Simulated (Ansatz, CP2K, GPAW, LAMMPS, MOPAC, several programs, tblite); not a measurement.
## Many methods on one cell: MoS2 (R3m)

MoS2 (started from an entry of an open crystallographic database), relaxed with r2SCAN+rVV10 in Ansatz, was computed with several methods. The symmetry is R3m (No. 160, trigonal); conventional cell a = 3.175 Å, c = 18.582 Å, 18.03 Å³ an atom. Mo is surrounded by 6 S at 2.40 Å; S is surrounded by 3 Mo at 2.40 Å. No spin polarisation and no zero-point or thermal motion.

```cif
data_structure
_symmetry_space_group_name_H-M 'R3m:H'
_symmetry_Int_Tables_number 160
_cell_length_a 3.1752
_cell_length_b 3.1752
_cell_length_c 18.5818
_cell_angle_alpha 90.000
_cell_angle_beta 90.000
_cell_angle_gamma 120.000
_cell_volume 162.24
loop_
_atom_site_label
_atom_site_type_symbol
_atom_site_symmetry_multiplicity
_atom_site_Wyckoff_symbol
_atom_site_fract_x
_atom_site_fract_y
_atom_site_fract_z
_atom_site_occupancy
Mo1 Mo 3 a 0.66667 0.33333 0.33324 1
S1 S 3 a 0.66667 0.33333 0.08354 1
S2 S 3 a 0.33333 0.66667 0.24955 1
```

Gaps and times are for a single point on this cell; volume and bulk modulus come from each method's own relaxation or energy curve at fixed shape, which is too stiff where a cell has free coordinates or axes. Times are rough, from shared hosts (Arm Neoverse V1), and each method has its own mesh and cell size. A double dagger marks a value from a curve with shape and coordinates held. PM7 (MOPAC), GFN1-xTB (tblite), GFN2-xTB (tblite) treat a cluster of cells at its zone centre, which samples few k points: where these miss a band edge, the gap comes out too large for that reason alone. Gaps from k meshes are read at a limited set of points (mesh, symmetry points, PBE's band edges), so each method's own least gap may be somewhat smaller. Force fields have no electrons; where one was fitted to this phase, its volume and modulus reflect the fit. xTB and the PM methods were fitted mostly to molecules, and can miss a solid's gap by electronvolts. Minimal bases can be far off for gaps. Curves at held shape can't give the bulk modulus of a layered or molecular crystal, so none is listed. GLLB-SC's gap includes the derivative discontinuity. d marks a direct gap, i an indirect one (no mark: not told apart), a dash a value that wasn't computed or didn't pass its checks.

```json
{"method": "MoS.rebomos (LAMMPS)", "kind": "force field", "gap (eV)": "–", "own volume (Å³/atom)": "–", "bulk modulus (GPa)": "–", "atoms computed": "3", "processor time": "0.13 s"}
{"method": "light PBE (260 eV and a coarse mesh)", "kind": "light plane-wave", "gap (eV)": "0.92 i", "own volume (Å³/atom)": "–", "bulk modulus (GPa)": "–", "atoms computed": "3", "processor time": "1.5 s"}
{"method": "GFN1-xTB (tblite)", "kind": "tight binding", "gap (eV)": "1.59", "own volume (Å³/atom)": "19.22‡", "bulk modulus (GPa)": "–", "atoms computed": "81", "processor time": "7.4 s"}
{"method": "GFN2-xTB (tblite)", "kind": "tight binding", "gap (eV)": "1.74", "own volume (Å³/atom)": "18.36‡", "bulk modulus (GPa)": "–", "atoms computed": "81", "processor time": "11 s"}
{"method": "PBE", "kind": "semilocal", "gap (eV)": "0.94 i", "own volume (Å³/atom)": "–", "bulk modulus (GPa)": "–", "atoms computed": "3", "processor time": "14 s"}
{"method": "PBE/single zeta (GPAW)", "kind": "small basis", "gap (eV)": "0.92 i", "own volume (Å³/atom)": "–", "bulk modulus (GPa)": "–", "atoms computed": "3", "processor time": "24 s"}
{"method": "r2SCAN", "kind": "semilocal", "gap (eV)": "1.03 i", "own volume (Å³/atom)": "–", "bulk modulus (GPa)": "–", "atoms computed": "3", "processor time": "30 s"}
{"method": "PBE/SZV (CP2K)", "kind": "small basis", "gap (eV)": "0.51 i", "own volume (Å³/atom)": "18.71‡", "bulk modulus (GPa)": "–", "atoms computed": "3", "processor time": "35 s"}
{"method": "PBE/DZVP (CP2K)", "kind": "small basis", "gap (eV)": "0.96 i", "own volume (Å³/atom)": "18.31‡", "bulk modulus (GPa)": "–", "atoms computed": "3", "processor time": "100 s"}
{"method": "GLLB-SC (GPAW)", "kind": "model potential", "gap (eV)": "1.39", "own volume (Å³/atom)": "–", "bulk modulus (GPa)": "–", "atoms computed": "3", "processor time": "110 s"}
{"method": "PM7 (MOPAC)", "kind": "semi-empirical", "gap (eV)": "3.80", "own volume (Å³/atom)": "–", "bulk modulus (GPa)": "–", "atoms computed": "81", "processor time": "2.4 min"}
```

Against r2SCAN (1.03 eV) and with closed or daggered gaps left aside, the nearest gap at the points sampled is that of PBE/DZVP (CP2K) (-0.07 eV) and the farthest that of PM7 (MOPAC) (+2.77 eV). r2SCAN is only a yardstick of convenience: semilocal gaps usually lie below measured ones, which GLLB-SC and hybrids aim to mend.

Runs without a result: MoS.rebomos (LAMMPS) (relaxation), non-self-consistent DFTB (CP2K) (single point).

Relaxed on its own, the cell leaves this structure with MoS.rebomos (LAMMPS), so no volume is listed.

Spin-orbit coupling is left out.
